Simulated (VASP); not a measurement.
# Co (P-3m1) in VASP: a series of runs

One crystal, Co, is run at these levels: LDA; tasks: single point.

Everything below comes from runs of VASP 6.6.1. Logs are shortened: lines on timing, memory, paths and dates and some standing lists are left out, and cuts for length are marked.

**1. Starting point**

The structure is trigonal, space group P-3m1 (No. 164). The conventional cell has a = 2.487 Å, b = 2.487 Å, c = 4.063 Å, α = 90.00°, β = 90.00°, γ = 120.00°. Co (site symmetry 3m) is surrounded by 12 Co at 2.42 to 2.55 Å.

**2. Single point, LDA, collinear spin, ferromagnetic start**

Contents of INCAR:

```
PREC = Accurate
ENCUT = 460
EDIFF = 1E-6
ISMEAR = -1
SIGMA = 0.05
LREAL = False
LASPH = True
NELM = 100
ALGO = Normal
ISIF = 2
LWAVE = False
LCHARG = False
ISPIN = 2
MAGMOM = 2 2
LORBIT = 11
LMAXMIX = 4
GGA = CA
NBANDS = 20
ADDGRID = False
```

Contents of KPOINTS:

```
Automatic mesh
0
Gamma
  11 11 6
```

Contents of POSCAR:

```
Co
1.0
    2.4873648738      0.0000000000      0.0000000000
   -1.2436824369      2.1541211692      0.0000000000
    0.0000000000      0.0000000000      4.0632895034
Co
2
Direct
    0.3333333333      0.6666666667      0.7401390000
    0.6666666667      0.3333333333      0.2598610000
```

Potentials or basis: VASP PAW LDA potentials, release 64 (Co).

On the command line:

```bash
> cat potpaw_LDA.64/Co/POTCAR > POTCAR
> mpirun -np 1 vasp_std > vasp.out
```

OUTCAR:

```text
PREC = Accurate
   ENCUT = 460
   EDIFF = 1E-6
   ISMEAR = -1
   LREAL = False
   LASPH = True
   NELM = 100
   ISIF = 2
   ISPIN = 2
   LORBIT = 11
   GGA = CA

 Found     84 irreducible k-points:

 Following reciprocal coordinates:
            Coordinates               Weight
  0.000000  0.000000  0.000000      1.000000
  0.090909 -0.000000  0.000000      6.000000
  0.181818 -0.000000  0.000000      6.000000
  0.272727 -0.000000  0.000000      6.000000
  0.363636 -0.000000  0.000000      6.000000
  0.454545 -0.000000  0.000000      6.000000
   k-points           NKPTS =     84   k-points in BZ     NKDIM =     84   number of bands    NBANDS=     20
   number of dos      NEDOS =    301   number of ions     NIONS =      2
   total plane-waves  NPLWV =   9072
   dimension x,y,z NGX =    18 NGY =   18 NGZ =   28
   dimension x,y,z NGXF=    36 NGYF=   36 NGZF=   56
   ions per type =               2
   NGX,Y,Z   is equivalent  to a cutoff of  12.03, 12.03, 11.46 a.u.
   NGXF,Y,Z  is equivalent  to a cutoff of  24.06, 24.06, 22.91 a.u.
 SYSTEM =  unknown system
   PREC   = accura    normal or accurate (medium, high low for compatibility)
   ISTART =      0    job   : 0-new  1-cont  2-samecut
   ICHARG =      2    charge: 1-file 2-atom 10-const
   ISPIN  =      2    spin polarized calculation?
   LNONCOLLINEAR =      F non collinear calculations
   LSORBIT =      F    spin-orbit coupling
   LASPH  =      T    aspherical Exc in radial PAW
   ENCUT  =  460.0 eV  33.81 Ry    5.81 a.u.   4.35  4.35  7.11*2*pi/ulx,y,z
   NELM   =    100;   NELMIN=  2; NELMDL= -5     # of ELM steps
   EDIFF  = 0.1E-05   stopping-criterion for ELM
   LREAL  =      F    real-space projection
   EDIFFG = 0.1E-04   stopping-criterion for IOM
   NSW    =      0    number of steps for IOM
   IBRION =     -1    ionic relax: 0-MD 1-quasi-New 2-CG
   NFREE  =      0    steps in history (QN), initial steepest desc. (CG)
   ISIF   =      2    stress and relaxation
   ISYM   =      2    0-nonsym 1-usesym 2-fastsym
   POTIM  = 0.5000    time-step for ionic-motion
   TEBEG  =    0.0;   TEEND  =   0.0 temperature during run
   PSTRESS=    0.0 pullay stress
   NELECT =      18.0000    total number of electrons
   NUPDOWN=      -1.0000    fix difference up-down
   EMIN   =  10.00;   EMAX   =-10.00  energy-range for DOS
   EFERMI =   0.00;   METHOD = LEGACY
   ISMEAR =    -1;   SIGMA  =   0.05  broadening in eV -4-tet -1-fermi 0-gaus
   EFERMI_NEDOS =   21; number of points for ismear=-14 and -15
   IALGO  =     38    algorithm
   IMIX   =      4    mixing-type and parameters
     AMIX     =   0.40;   BMIX     =  1.00
     AMIX_MAG =   1.60;   BMIX_MAG =  1.00
  volume/ion in A,a.u.               =      10.89        73.46
  Fermi-wavevector in a.u.,A,eV,Ry     =   1.536514  2.903591 32.121660  2.360875
  Thomas-Fermi vector in A             =   2.643152
   LORBIT       =     11    0 simple, 1 ext, 2 COOP (PROOUT), +10 PAW based schemes
   GGA     = CA    functional components
   LHFCALC =     F    Hartree Fock is set to
   AEXX    =    0.0000 exact exchange contribution
   IVDW    =     0    specifies the selected vdW correction
   LEPSILON=     F    determine dielectric tensor
   LRPA    =     F    only Hartree local field effects (RPA)
 spin polarized calculation
  energy-cutoff  :      460.00
  volume of cell :       21.77
 maximum number of plane-waves:       525
 NGX is ok and might be reduce to    18
   NGX =  9   NGY =  9   NGZ = 15

 number of electron      18.0000003 magnetization       3.0935809

 Free energy of the ion-electron system (eV)
  ---------------------------------------------------
  ext. energy  EPLUGINS =         0.00000000
  ---------------------------------------------------
  free energy    TOTEN  =       -16.12892875 eV

  energy without entropy =      -16.11737116  energy(sigma->0) =      -16.12314996

 E-fermi :   9.8626     XC(G=0): -13.7137

 val. band max:        9.8488037568   @ k =   0.4545   0.0909   0.3333
 cond. band min:       9.8738320009   @ k =   0.2727  -0.0000   0.3333
 fundamental gap:      0.0250282440
 Fermi energy:         9.8626087493

 spin component 1

 k-point     1 :       0.0000    0.0000    0.0000
  band No.  band energies     occupation
      1       0.9755      1.00000
      2       4.7981      1.00000
      3       7.3536      1.00000
      4       7.4198      1.00000
      5       7.4198      1.00000
      6       7.7105      1.00000
[... 12 lines left out ...]
     19      35.8822      0.00000
     20      35.8822      0.00000
[... 93 lines left out ...]
 k-point     6 :       0.4545   -0.0000    0.0000
  band No.  band energies     occupation
      1       5.1031      1.00000
      2       5.2906      1.00000
      3       5.5605      1.00000
      4       7.3077      1.00000
      5       7.3892      1.00000
      6       7.4938      1.00000
[... 12 lines left out ...]
     19      32.4453      0.00000
     20      34.8299      0.00000

 [... further k-points ...]

 spin component 2

 k-point     1 :       0.0000    0.0000    0.0000
  band No.  band energies     occupation
      1       1.1445      1.00000
      2       5.6821      1.00000
      3       8.7528      1.00000
      4       8.8417      1.00000
      5       8.8417      1.00000
      6       9.1615      1.00000
[... 12 lines left out ...]
     19      36.2954      0.00000
     20      36.2954      0.00000
[... 93 lines left out ...]
 k-point     6 :       0.4545   -0.0000    0.0000
  band No.  band energies     occupation
      1       5.8932      1.00000
      2       6.3686      1.00000
      3       6.6564      1.00000
      4       8.1302      1.00000
      5       8.7326      1.00000
      6       8.8062      1.00000
[... 12 lines left out ...]
     19      32.6981      0.00000
     20      35.1854      0.00000

 [... further k-points ...]

------------------------ aborting loop because EDIFF is reached ----------------------------------------

  FORCE on cell =-STRESS in cart. coord.  units (eV):
  Direction    XX          YY          ZZ          XY          YZ          ZX
  --------------------------------------------------------------------------------------
  -------------------------------------------------------------------------------------
  Total       -2.4476095     -2.4476095     -2.7782887      0.0000000      0.0000000      0.0000000
  in kB     -180.1213998   -180.1213998   -204.4563283      0.0000000      0.0000000      0.0000000
  external PRESSURE =    -188.2330426 kB  Pullay stress =       0.0000000 kB

 VOLUME and BASIS-vectors are now :
 -----------------------------------------------------------------------------
  energy-cutoff  :      460.00
  volume of cell :       21.77
      direct lattice vectors                 reciprocal lattice vectors
     2.487364874  0.000000000  0.000000000     0.402031889  0.232113220  0.000000000
    -1.243682437  2.154121169  0.000000000     0.000000000  0.464226439  0.000000000
     0.000000000  0.000000000  4.063289503     0.000000000  0.000000000  0.246106018

 POSITION                                       TOTAL-FORCE (eV/Angst)
 -----------------------------------------------------------------------------------
     -0.00000      1.43608      3.00740         0.000000      0.000000      0.422074
      1.24368      0.71804      1.05589         0.000000      0.000000     -0.422074
 -----------------------------------------------------------------------------------
    total drift:                                0.000000     -0.000000     -0.000000

  FREE ENERGIE OF THE ION-ELECTRON SYSTEM (eV)
  ---------------------------------------------------
  free  energy   TOTEN  =       -16.1289287547 eV

  energy  without entropy=      -16.1173711585  energy(sigma->0) =      -16.12314996

 total charge

# of ion       s       p       d       tot
------------------------------------------
    1        0.488   0.514   7.281   8.283
    2        0.488   0.514   7.281   8.283
--------------------------------------------------
tot          0.976   1.027  14.562  16.566

 magnetization (x)

# of ion       s       p       d       tot
------------------------------------------
    1       -0.014  -0.041   1.607   1.552
    2       -0.014  -0.041   1.607   1.552
--------------------------------------------------
tot         -0.027  -0.082   3.213   3.104
```

It took 24 s on 1 thread of Intel Xeon 6975P-C (Granite Rapids), shared host; peak memory 0.15 GiB.

These settings aren't checked as converged: the numbers below hold their error.

Results:

| Quantity | Value |
| --- | --- |
| Free energy | -16.1289 eV |
| Pressure | -18.8 GPa |
| Largest force | 0.422 eV/Å |
| Band gap on the k mesh | none (metal or under the smearing width) |
| Net moment | 3.09 μB per cell |
| Site moments | Co +1.55 μB |
| Valence electrons inside the program's atomic spheres | Co 8.28 |

**3. Single point, LDA, collinear spin, ferromagnetic start**

INCAR is that of step 2.

KPOINTS is that of step 2.

Contents of POSCAR:

```
Co
1.0
    2.4873648738      0.0000000000      0.0000000000
   -1.2436824369      2.1541211692      0.0000000000
    0.0000000000      0.0000000000      4.0632895034
Co
2
Direct
    0.3275520000      0.6759820000      0.7288160000
    0.6891290000      0.3188900000      0.2643300000
```

Potentials or basis: VASP PAW LDA potentials, release 64 (Co).

On the command line:

```bash
> cat potpaw_LDA.64/Co/POTCAR > POTCAR
> mpirun -np 1 vasp_std > vasp.out
```

It took 96 s on 1 thread of Intel Xeon 6975P-C (Granite Rapids), shared host; peak memory 0.27 GiB.

These settings aren't checked as converged: the numbers below hold their error.

Results:

```yaml
Free_energy: -16.0713 eV
Pressure: -16.6 GPa
Largest_force: 0.939 eV/Å
Band_gap_on_the_k_mesh: none (metal or under the smearing width)
Net_moment: 3.10 μB per cell
Site_moments: Co +1.55 μB
Valence_electrons_inside_the_program's_atomic_spheres: Co 8.30
```
